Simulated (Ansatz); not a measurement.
**Nb2COS MXene monolayer in a perpendicular field**

Aim: how the Nb2COS MXene monolayer screens a field along its normal, and what the field does to its bands. A positive field points along +c.

Calculated with Ansatz 0.2.0; plane-wave DFT, PBE-D3(BJ), Ansatz PAW, in the first sound run; inputs show where later runs differ.

## (1) The starting structure

The cell holds 5 atoms: 1 S, 2 Nb, 1 C and 1 O. Cell: a = 3.151 Å, b = 3.151 Å, c = 41.759 Å, α = 90.0°, β = 90.0°, γ = 120.0°. Vacuum lies along c.

## (2) Relaxation

The starting cell is a guess, so the in-plane lattice and the atoms are relaxed first, with the slab cut off from its images along the normal.

File input.yaml:

```yaml
crystal:
  lattice:
    - [3.150576, 0.0, 0.0]
    - [-1.575288, 2.7284788526, 0.0]
    - [0.0, 0.0, 41.758695257]
  atoms:
    - { symbol: S, position: [0.3333333333, 0.6666666667, 0.435837372] }
    - { symbol: Nb, position: [0.6666666667, 0.3333333333, 0.4778095303] }
    - { symbol: C, position: [0.0, 0.0, 0.5075789793] }
    - { symbol: Nb, position: [0.3333333333, 0.6666666667, 0.5373484284] }
    - { symbol: O, position: [0.6666666667, 0.3333333333, 0.564162628] }
  periodic: [true, true, false]
kpoints:
  mp_grid: { grid: [12, 12, 1] }
hamiltonian:
  xc: pbe
  dispersion: d3bj
scf:
  occupations: { method: fermi_dirac, width: 0.05 }
  convergence: { dr2_threshold: 1.0e-09 }
relax:
  f_tol: 0.004
  max_steps: 90
  cell: {}
output:
  write_potential: true
  write_density: true
  volumetric_format: npy
```

On the command line:

```
$ ansatz run input.yaml --threads 4 --pin off --max-ram 6144MiB --backend cpu --events-out ev --progress --plain --runs-dir out
```

What it wrote:

```text
Warning: relax.cell: scf.convergence.dr2_threshold = 1e-9 eV is looser than the 2.11963634445e-10 eV advised for a relaxation that steers and ends on the stress (1e-10 eV for each atom of the cell: 5, times the square of relax.cell.stress_2d_tol = 0.05 N/m over 15.4 Å (the atoms' height at the walk's start and 5 Å past either face), 3.255e-2 GPa, over a crystal's default 0.05). What an SCF threshold leaves in a stress goes as its square root, and in the free energy as the threshold itself, and one threshold admits the most on a small cell: [figures from the program's tests cut] Set scf.convergence.dr2_threshold to 2.11963634445e-10 eV or tighter. [rest of the remark cut]
Engine: ansatz 0.2.0, x86_64-unknown-linux-gnu
Pseudopotentials: kind: paw
Pseudopotential: S, paw, valence charge 6, recommended cutoff 420 eV (normal), S.paw.azcp
Pseudopotential: Nb, paw, valence charge 13, recommended cutoff 420 eV (normal), Nb.paw.azcp
Pseudopotential: C, paw, valence charge 4, recommended cutoff 420 eV (normal), C.paw.azcp
Pseudopotential: O, paw, valence charge 6, recommended cutoff 420 eV (normal), O.paw.azcp
Functional definition: PBE
  parameter kappa = 0.804
  parameter beta = 0.066725
  exchange = pbe_x(kappa = kappa, mu = beta*pi^2/3)
  correlation = pbe_c(beta = beta)
Crystal: 5 atoms, lattice volume = 358.969 Å³
Basis set: ecut = 420 eV, 6931 PW (Γ), exchange–correlation on 48×48×576 points (8 copies of the dense FFT grid, shifted against one another)
Bands: 26, of which v1, the nominal top of the filled ones, is band 21 counted from 1 (20 counted from 0)
Symmetry: 6 space group operations
Space group: P3m1 (ITA 156), of the structure as read, at distance tolerance 7.1e-5 Å
k-points: 19 of 144 (time reversal used)
Non-local potential: S, projectors of the file, l = 0: 2, l = 1: 2, l = 2: 2
Non-local potential: Nb, projectors of the file, l = 0: 3, l = 1: 2, l = 2: 2, l = 3: 1
Non-local potential: C, projectors of the file, l = 0: 2, l = 1: 2, l = 2: 1
Non-local potential: O, projectors of the file, l = 0: 2, l = 1: 2, l = 2: 1
PAW form: soft (Blöchl's): semilocal exchange-correlation on the pseudo side does not see the compensation charge
PAW one-centre angular grid: S, 110 points (default); XC on 64 Gauss nodes
PAW one-centre angular grid: Nb, 590 points (default); XC on 64 Gauss nodes
PAW one-centre angular grid: C, 110 points (default); XC on 64 Gauss nodes
PAW one-centre angular grid: O, 110 points (default); XC on 64 Gauss nodes
Initial density: superposition of atomic densities (neutral atoms: chi_scale 0, normalization atom), corrected by the library's trained network
Initial wavefunctions: pseudopotential atomic-orbital guess
Functional: x = pbe(κ = 0.804, μ = 0.219515), c = pbe(β = 0.066725)
SCF iter   1: F=—  HF=-10830.323504 eV  |F-HF|=—  |Δ(HF+E_count)|=         —  Δρ=2.89e-3  dr2=1.19e-1  ethr=1.77e-3  ⟨swp⟩=13.3  Hψ=3904  notcnv=0
preconditioner: auto → LDOS  [metal: Δε(μ)=0.053 eV  Ē_g=8.167 eV  σ=0.050 eV  W_gap=0.25  n_scr=24 (ndim 8)  ℏωp=10.0 eV  f_vac=0.790  D(μ)=2.01/eV (n_scr^D=12)  β→1.0]
SCF iter   2: F=—  HF=-10830.321524 eV  |F-HF|=—  |Δ(HF+E_count)|=   1.98e-3  Δρ=1.35e-3  dr2=6.52e-3  ethr=2.84e-4  ⟨swp⟩=3.6  Hψ=1106  notcnv=0  defer=1
SCF iter   3: F=—  HF=-10830.320586 eV  |F-HF|=—  |Δ(HF+E_count)|=   9.37e-4  Δρ=5.63e-4  dr2=1.32e-3  ethr=1.55e-5  ⟨swp⟩=4.1  Hψ=1380  notcnv=0  defer=1
SCF iter   4: F=—  HF=-10830.320407 eV  |F-HF|=—  |Δ(HF+E_count)|=   1.80e-4  Δρ=1.18e-4  dr2=1.25e-4  ethr=3.14e-6  ⟨swp⟩=2.7  Hψ=915  notcnv=0  defer=1
SCF iter   5: F=—  HF=-10830.320408 eV  |F-HF|=—  |Δ(HF+E_count)|=   1.90e-6  Δρ=2.28e-5  dr2=2.91e-6  ethr=2.99e-7  ⟨swp⟩=2.9  Hψ=959  notcnv=0  defer=1
SCF iter   6: F=—  HF=-10830.320392 eV  |F-HF|=—  |Δ(HF+E_count)|=   1.68e-5  Δρ=4.76e-6  dr2=2.15e-7  ethr=6.93e-9  ⟨swp⟩=3.6  Hψ=1163  notcnv=0  defer=1
SCF iter   7: F=—  HF=-10830.320392 eV  |F-HF|=—  |Δ(HF+E_count)|=   1.44e-7  Δρ=1.27e-6  dr2=5.73e-9  ethr=5.13e-10  ⟨swp⟩=3.8  Hψ=1155  notcnv=0  defer=1
SCF iter   8: F=-10830.320392 eV  HF=-10830.320392 eV  |F-HF|=1.24e-8  |Δ(HF+E_count)|=   3.14e-8  Δρ=3.61e-7  dr2=9.24e-10  ethr=2.38e-12  ⟨swp⟩=14.7  Hψ=4952  notcnv=0
SCF 1 converged in 8 iterations: F = -10830.320392 eV  dr2 = 9.24e-10
  greatest PAW one-centre occupation: 0.998 electrons in one spin orbital (limit 2), on the Nb atom at site 3 (counted from 0), in its partial waves of l = 0
relax step   1: F+E_penalty+E_count = -10830.32039181 eV  Δ(F+E_penalty+E_count) = +0.000e0 eV  max|allowed force component| = 9.302e-1 eV/Å  Δτ_max = 0.0000 Å  P = -0.523 N/m  Ω = 358.969 Å³  fix = [c, alpha, beta]  reactions: c -0.000 N/m  (8 SCF iters, accepted)
Crystal: 5 atoms, lattice volume = 372.195 Å³
Basis set: ecut = 420 eV, 7399 PW (Γ), exchange–correlation on 48×48×576 points (8 copies of the dense FFT grid, shifted against one another)
Initial density: handed on by an earlier stage of this run
Initial wavefunctions: those handed on with the density
iter 1 solved again at ethr=4.64e-4 eV; its pass at ethr=3.10e-3 eV (dr2=1.95e-1 eV) is discarded
SCF iter   1: F=—  HF=-10830.359010 eV  |F-HF|=—  |Δ(HF+E_count)|=         —  Δρ=6.85e-3  dr2=1.98e-1  ethr=4.64e-4  ⟨swp⟩=2.3  Hψ=4905  notcnv=0
preconditioner: auto → LDOS  [metal: Δε(μ)=0.035 eV  Ē_g=8.236 eV  σ=0.050 eV  W_gap=0.17  n_scr=24 (ndim 8)  ℏωp=9.8 eV  f_vac=0.801  D(μ)=2.34/eV (n_scr^D=14)  β→1.0]
SCF iter   2: F=—  HF=-10830.324538 eV  |F-HF|=—  |Δ(HF+E_count)|=   3.45e-2  Δρ=3.35e-3  dr2=6.08e-2  ethr=4.64e-4  ⟨swp⟩=4.1  Hψ=1294  notcnv=0
SCF iter   3: F=—  HF=-10830.310591 eV  |F-HF|=—  |Δ(HF+E_count)|=   1.39e-2  Δρ=5.95e-4  dr2=3.11e-3  ethr=1.45e-4  ⟨swp⟩=3.1  Hψ=1110  notcnv=0
SCF iter   4: F=—  HF=-10830.310399 eV  |F-HF|=—  |Δ(HF+E_count)|=   1.93e-4  Δρ=2.01e-4  dr2=1.46e-4  ethr=7.42e-6  ⟨swp⟩=3.3  Hψ=1093  notcnv=0
SCF iter   5: F=—  HF=-10830.310381 eV  |F-HF|=—  |Δ(HF+E_count)|=   1.74e-5  Δρ=4.87e-5  dr2=2.01e-5  ethr=3.48e-7  ⟨swp⟩=3.2  Hψ=1116  notcnv=0
SCF iter   6: F=—  HF=-10830.310413 eV  |F-HF|=—  |Δ(HF+E_count)|=   3.17e-5  Δρ=1.88e-5  dr2=3.36e-6  ethr=4.79e-8  ⟨swp⟩=3.7  Hψ=1048  notcnv=0
SCF iter   7: F=—  HF=-10830.310413 eV  |F-HF|=—  |Δ(HF+E_count)|=   1.47e-7  Δρ=6.02e-6  dr2=4.80e-7  ethr=7.99e-9  ⟨swp⟩=3.5  Hψ=1054  notcnv=0
SCF iter   8: F=—  HF=-10830.310413 eV  |F-HF|=—  |Δ(HF+E_count)|=   1.42e-7  Δρ=1.75e-6  dr2=3.29e-8  ethr=1.14e-9  ⟨swp⟩=3.7  Hψ=1102  notcnv=0
SCF iter   9: F=—  HF=-10830.310413 eV  |F-HF|=—  |Δ(HF+E_count)|=   5.09e-9  Δρ=5.58e-7  dr2=2.17e-9  ethr=7.84e-11  ⟨swp⟩=3.6  Hψ=1175  notcnv=0
[...]
SCF iter   2: F=—  HF=-10830.345902 eV  |F-HF|=—  |Δ(HF+E_count)|=   1.17e-2  Δρ=2.17e-3  dr2=2.80e-2  ethr=3.51e-4  ⟨swp⟩=3.8  Hψ=1130  notcnv=0
SCF iter   3: F=—  HF=-10830.341448 eV  |F-HF|=—  |Δ(HF+E_count)|=   4.45e-3  Δρ=1.00e-3  dr2=6.03e-3  ethr=6.66e-5  ⟨swp⟩=2.8  Hψ=1130  notcnv=0
SCF iter   4: F=—  HF=-10830.340203 eV  |F-HF|=—  |Δ(HF+E_count)|=   1.24e-3  Δρ=2.96e-4  dr2=6.08e-4  ethr=1.43e-5  ⟨swp⟩=3.9  Hψ=1212  notcnv=0
SCF iter   5: F=—  HF=-10830.340120 eV  |F-HF|=—  |Δ(HF+E_count)|=   8.31e-5  Δρ=8.96e-5  dr2=1.07e-4  ethr=1.45e-6  ⟨swp⟩=3.4  Hψ=1128  notcnv=0
SCF iter   6: F=—  HF=-10830.340105 eV  |F-HF|=—  |Δ(HF+E_count)|=   1.48e-5  Δρ=2.38e-5  dr2=4.58e-6  ethr=2.55e-7  ⟨swp⟩=3.3  Hψ=905  notcnv=0
SCF iter   7: F=—  HF=-10830.340115 eV  |F-HF|=—  |Δ(HF+E_count)|=   9.71e-6  Δρ=4.60e-6  dr2=9.55e-8  ethr=1.09e-8  ⟨swp⟩=3.5  Hψ=1194  notcnv=0
SCF iter   8: F=—  HF=-10830.340114 eV  |F-HF|=—  |Δ(HF+E_count)|=   4.29e-7  Δρ=1.11e-6  dr2=6.65e-9  ethr=2.27e-10  ⟨swp⟩=4.1  Hψ=1282  notcnv=0
SCF iter   9: F=-10830.340114 eV  HF=-10830.340114 eV  |F-HF|=1.16e-8  |Δ(HF+E_count)|=   5.20e-8  Δρ=3.05e-7  dr2=2.49e-10  ethr=2.38e-12  ⟨swp⟩=13.5  Hψ=4754  notcnv=0
SCF 3 converged in 9 iterations: F = -10830.340114 eV  dr2 = 2.49e-10
relax step   3: F+E_penalty+E_count = -10830.34011435 eV  Δ(F+E_penalty+E_count) = -1.972e-2 eV  max|allowed force component| = 1.355e0 eV/Å  Δτ_max = 0.0964 Å  P = +2.510 N/m  Ω = 360.664 Å³  energy of the carried Pulay correction = -5.257e-4 eV  fix = [c, alpha, beta]  reactions: c +0.000 N/m  (9 SCF iters, accepted)
[...]
relax step   4: F+E_penalty+E_count = -10830.39332994 eV  Δ(F+E_penalty+E_count) = -5.322e-2 eV  max|allowed force component| = 8.003e-2 eV/Å  Δτ_max = 0.0371 Å  P = -0.271 N/m  Ω = 364.498 Å³  energy of the carried Pulay correction = -1.706e-3 eV  fix = [c, alpha, beta]  reactions: c -0.000 N/m  (9 SCF iters, accepted)
[...]
relax step   5: F+E_penalty+E_count = -10830.39374057 eV  Δ(F+E_penalty+E_count) = -4.106e-4 eV  max|allowed force component| = 2.489e-2 eV/Å  Δτ_max = 0.0046 Å  P = +0.118 N/m  Ω = 363.960 Å³  energy of the carried Pulay correction = -1.541e-3 eV  fix = [c, alpha, beta]  reactions: c +0.000 N/m  (8 SCF iters, accepted)
[...]
relax step   6: F+E_penalty+E_count = -10830.39372711 eV  Δ(F+E_penalty+E_count) = +1.346e-5 eV  max|allowed force component| = 1.063e-3 eV/Å  Δτ_max = 0.0016 Å  P = +0.004 N/m  Ω = 364.202 Å³  energy of the carried Pulay correction = -1.615e-3 eV  fix = [c, alpha, beta]  reactions: c +0.000 N/m  (7 SCF iters, accepted)
Initial wavefunctions: pseudopotential atomic-orbital guess (no wavefunctions were taken with the density)
iter 1 solved again at ethr=2.30e-7 eV; its pass at ethr=3.10e-3 eV (dr2=9.64e-5 eV) is discarded
SCF iter   1: F=—  HF=-10830.395097 eV  |F-HF|=—  |Δ(HF+E_count)|=         —  Δρ=4.61e-5  dr2=8.67e-7  ethr=2.30e-7  ⟨swp⟩=6.7  Hψ=6511  notcnv=0
preconditioner: auto → LDOS  [metal: Δε(μ)=0.051 eV  Ē_g=8.243 eV  σ=0.050 eV  W_gap=0.25  n_scr=24 (ndim 8)  ℏωp=9.9 eV  f_vac=0.795  D(μ)=2.27/eV (n_scr^D=14)  β→1.0]
SCF iter   2: F=—  HF=-10830.395520 eV  |F-HF|=—  |Δ(HF+E_count)|=   4.23e-4  Δρ=1.41e-5  dr2=5.05e-7  ethr=2.06e-9  ⟨swp⟩=4.3  Hψ=1437  notcnv=0
SCF iter   3: F=—  HF=-10830.395517 eV  |F-HF|=—  |Δ(HF+E_count)|=   3.47e-6  Δρ=2.09e-6  dr2=2.50e-8  ethr=1.20e-9  ⟨swp⟩=2.9  Hψ=877  notcnv=0
SCF iter   4: F=—  HF=-10830.395520 eV  |F-HF|=—  |Δ(HF+E_count)|=   3.29e-6  Δρ=6.21e-7  dr2=1.49e-9  ethr=5.96e-11  ⟨swp⟩=3.6  Hψ=1137  notcnv=0
SCF iter   5: F=-10830.395520 eV  HF=-10830.395520 eV  |F-HF|=3.17e-8  |Δ(HF+E_count)|=   1.32e-7  Δρ=1.47e-7  dr2=2.17e-10  ethr=2.38e-12  ⟨swp⟩=17.2  Hψ=5008  notcnv=0
SCF 7 converged in 5 iterations: F = -10830.395520 eV  dr2 = 2.17e-10
relax step   7: F+E_penalty+E_count = -10830.39552001 eV  Δ(F+E_penalty+E_count) = -1.793e-3 eV  max|allowed force component| = 9.549e-4 eV/Å  Δτ_max = 0.0000 Å  P = +0.040 N/m  Ω = 364.202 Å³  fix = [c, alpha, beta]  reactions: c +0.000 N/m  stress off target by 3.96e-2 N/m on what of the cell is left free  SCF on the basis re-selected at this cell (its energy is not comparable with the rows above)  (5 SCF iters)
basis re-selected at this cell: Δ(F+E_penalty+E_count) = -1.793e-3 eV, ΔP = +0.036 N/m vs the last step (what re-selecting the basis moved, of the pressure what is left beyond the Pulay correction that the steps carried, after the strain that the cell walked since its last selection, with what the two solves' SCF thresholds leave and, on support functions, any second-order correction that the steps lacked; it is no m [...]
WARN: The output density's exchange-correlation potential varies sharply where the density is thin. Do not read a vacuum level from v_tot or v_xc, or from such a field of the output density. On a cell that repeats whose density bears no net charge and no dipole along the vacuum's axis use v_es (v_loc + v_h of the components); under efield.dipole_correction with no amplitude use v_es + v_field, which holds any externa [...]
SCF converged after 5 iterations
Free energy (F): -10830.395520 eV
Harris-Foulkes:  -10830.395520 eV  (|F-HF|=3.17e-8)
Internal energy: -10830.378304 eV  (E = F + TS)
E sigma→0 (E₀):  -10830.386912 eV
Entropy (-TS):   -0.017216 eV (-3.443 meV/atom)
Fermi energy:    -5.538693 eV
--- Per-component energies (eV) ---
  E_band       = -1004.571867
  E_kinetic    = 1161.646644
  E_local      = -155954.303444  (includes V_loc(G=0)·N_el)
  E_nonlocal   = 337.464549
  E_hartree    = 77189.995448
  E_xc         = -572.489385
  E_vxc        = -670.309751  (∫ρ·V_xc dr)
  E_paw        = -7001.883085  (= ΣΔE_a)
  E_vpaw       = -259.063496  (= ΣTr[D̂ρ^β])
  E_aug_tail   = 0.002449  (compensation charges beyond the density's cutoff)
  E_ewald      = 74010.779466
  E_disp       = -1.590945  (pairwise vdW)
  E_smearing   = -0.017216  (= −TS)
  E_closure    = 0.000000  (closes the sum)
  Σ components = -10830.395520   (vs F -10830.395520, Δ=0.00e0)
--- Forces (eV/Å), atoms counted from 1 ---
  atom   1  S      0.00000000     0.00000000    -0.00063467
  atom   2  Nb     0.00000000    -0.00000000    -0.00036931
  atom   3  C      0.00000000     0.00000000     0.00095451
  atom   4  Nb    -0.00000000    -0.00000000    -0.00054058
  atom   5  O      0.00000000    -0.00000000     0.00058818
  max |Σ_I F_I| component: 1.87e-6 eV/Å
--- 2D stress c σ (N/m, compression-positive) ---
        0.039620      -0.000000      -0.000000
       -0.000000       0.039620      -0.000000
       -0.000000      -0.000000       0.000000
  P = ½ c Tr σ = 0.0396 N/m
--- Band table (eV; the first three rows and the last of 19) ---
  k-point 0: bands = [... 17 lower, -7.8453, -6.3035, -6.3035, -5.9584, -5.9584, -5.7125, -4.2584, -4.2584, ... 1 higher]
  k-point 1: bands = [... 17 lower, -7.7676, -6.9979, -6.7438, -6.0968, -5.5088, -5.2298, -4.2349, -4.1382, ... 1 higher]
  k-point 2: bands = [... 17 lower, -8.4981, -7.3973, -7.0874, -6.5379, -5.1561, -4.7201, -4.1883, -3.6713, ... 1 higher]
  k-point 18: bands = [... 17 lower, -9.5494, -9.1009, -8.8811, -5.0246, -4.8024, -4.1294, -3.4691, -3.0223, ... 1 higher]
  the weakly bound empty levels are not read free of the cell's end (no_gap_told)
--- Relaxed structure (6 steps of the walk, 5 accepted, 1 SCFs on fresh bases) ---
  F+E_penalty+E_count = -10830.39552001 eV   max|allowed force component| = 9.549e-4 eV/Å   (the final SCF, on the basis selected at the relaxed cell)
  cell:  # Å, volume = 364.2016 Å³
    - [3.173454, 0, 0]
    - [-1.586727, 2.748292, 0]
    - [0, 0, 41.758695257]
  atoms:
    - { symbol: S, position: [0.333333, 0.666667, 0.438107] }
    - { symbol: Nb, position: [0.666667, 0.333333, 0.478031] }
    - { symbol: C, position: [-1.876548e-19, 0, 0.507502] }
    - { symbol: Nb, position: [0.333333, 0.666667, 0.536990] }
    - { symbol: O, position: [0.666667, 0.333333, 0.562107] }
```

It took 26 s on 4 threads of Intel Xeon Platinum 8488C (Sapphire Rapids), shared host; peak memory 0.79 GiB.

The column dr2 measures how far the density is from self-consistency, as an energy; F and HF (Harris–Foulkes) agree once it is small.

Step by step:

```tsv
step	energy less that of the first step (eV)	largest force component (eV/Å)	volume (Å³)
1	0.0000	0.9302	358.97
2	0.0100	0.6459	372.20
3	-0.0197	1.3551	360.66
4	-0.0729	0.0800	364.50
5	-0.0733	0.0249	363.96
6	-0.0733	0.0011	364.20
7*	-0.0751	0.0010	364.20
```

Relaxation steps marked * repeat the geometry before them on a plane-wave basis chosen anew for their cell, so energy and pressure can jump there. Relaxation step 2 was tried and not accepted.

The run keeps the 6 symmetry operations that the program found, so distortions that break them were not tested.

```tsv
cell as run	before	after	change
a (Å)	3.151	3.173	+0.7 %
b (Å)	3.151	3.173	+0.7 %
```

The atoms that moved most (Å, along periodic axes as changes of fractional coordinates times the final cell, across vacuum about the mean position):

```tsv
atom	dx	dy	dz	length
S1	0.000	0.000	0.095	0.095
O5	0.000	0.000	-0.086	0.086
Nb4	0.000	0.000	-0.015	0.015
Nb2	0.000	0.000	0.009	0.009
```

The relaxed structure:

```cif
data_structure
_symmetry_space_group_name_H-M 'P 1'
_symmetry_Int_Tables_number 1
_cell_length_a 3.1735
_cell_length_b 3.1735
_cell_length_c 41.7587
_cell_angle_alpha 90.000
_cell_angle_beta 90.000
_cell_angle_gamma 120.000
_cell_volume 364.20
loop_
_atom_site_label
_atom_site_type_symbol
_atom_site_fract_x
_atom_site_fract_y
_atom_site_fract_z
_atom_site_occupancy
S1 S 0.33333 0.66667 0.43811 1
Nb2 Nb 0.66667 0.33333 0.47803 1
C3 C 0.00000 0.00000 0.50750 1
Nb4 Nb 0.33333 0.66667 0.53699 1
O5 O 0.66667 0.33333 0.56211 1
```

Read from the output:

```
energy at zero smearing : -10830.3869 eV
```

The lattice constant a goes from 3.151 to 3.173 Å.

(Part 1 of 4 ends here.)

[Long decimals in the printed logs are rounded to 6 places.]

[Logs are printed without paths, hosts, clocks, repeated set-up lines and the standing remarks that a program may print on its own settings, such as how far it seeks lower states.]

[Hosts, paths, dates, database ids (printed as entryN), source tags and the programs' standing remarks are cut or masked in the printed files.]

[Maps of the electrostatic potential energy from Ansatz leave out the sawtooth potential of an applied field or a dipole correction, so their vacuum need not be flat; planar profiles and work functions include it.]
